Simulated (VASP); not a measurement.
Runs of VASP 6.6.1 on Ir. Symmetry: P6_3/mmc, No. 194, hexagonal system. The conventional cell has a = 2.751 Å, b = 2.751 Å, c = 4.462 Å, α = 90.00°, β = 90.00°, γ = 120.00°. Around Ir (site symmetry -6m2) lie 12 Ir at 2.74 to 2.75 Å. This isn't the form of Ir at room conditions, which is fcc.

| level | pressure (GPa) |
| --- | --- |
| r2SCAN | -6.5 |
| RPBE | 3.1 |
| AM05 | -14.3 |
| revPBE | 2.0 |
| PBEsol | -11.6 |
| BLYP | (b) |
| PW91 | (a) |

Alike in all rows: task band structure; potentials or basis VASP PAW PBE potentials, release 64 (Ir); no spin polarisation; cell as given; k mesh 11 × 11 × 6; cutoff (eV) 520; smearing fermi-dirac 0.05 eV.

Q: Estimate the missing entries.

A: (a) 2.5; (b) 18.2.

Caveats: the PAW data sets were made with another functional, which shifts forces and pressure a little.

Runs at the PBE level aren't shown here.
